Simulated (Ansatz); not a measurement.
Level of theory: Ansatz, DFT PBE, scalar-relativistic, plane waves, PAW. Settings: cutoff 420 eV, Γ-centred meshes spaced at most about 0.3 Å⁻¹, and about 0.25 Å⁻¹ or finer for metals (2π included), Gaussian smearing. No spin polarisation in the final relaxations.

These are static total energies at zero pressure. All come from trial cells, and lower structures may exist.

Question: These unrelaxed guesses for Se are each relaxed within their symmetry. Order them by the energy at which they end, lowest first.
A.

Space group Cmme (No. 67). a = 4.905 Å, b = 4.908 Å, c = 5.416 Å, α = 90.00°, β = 90.00°, γ = 90.00°
| atom | site | symmetry | x | y | z |
| --- | --- | --- | --- | --- | --- |
| Se | 4g | mm2 | 0.5000 | 0.2500 | 0.4124 |
| Se | 4e | .2/m. | 0.2500 | 0.2500 | 0.0000 |

B.

Space group R-3c:H (No. 167). a = 5.722 Å, b = 5.722 Å, c = 13.564 Å, α = 90.00°, β = 90.00°, γ = 120.00°
```json
{"atom": "Se", "site": "6b", "symmetry": "-3.", "x": "0.3333", "y": "0.6667", "z": "0.1667"}
{"atom": "Se", "site": "18e", "symmetry": ".2", "x": "0.5760", "y": "0.9093", "z": "0.9167"}
```

C.

Space group R-3m:H (No. 166). a = 5.754 Å, b = 5.754 Å, c = 15.601 Å, α = 90.00°, β = 90.00°, γ = 120.00°
```tsv
atom	site	symmetry	x	y	z
Se	18h	.m	0.7236	0.8618	0.2590
Se	3b	-3m	0.3333	0.6667	0.1667
```

Answer: A (ends in Cmmm, 0 meV/atom), C (ends in R-3m, 62 meV/atom), B (ends in R-3c, 123 meV/atom).

Cells relaxed within their symmetry can be saddle points. The part of the Crystallography Open Database at hand lists Se in space groups No. 14, 148, 152, 154, 166 and others; sharing a group (R-3m) doesn't make a cell the listed structure. Some structure types and database cells were kept out of the candidates from the start, so a known form may be missing.
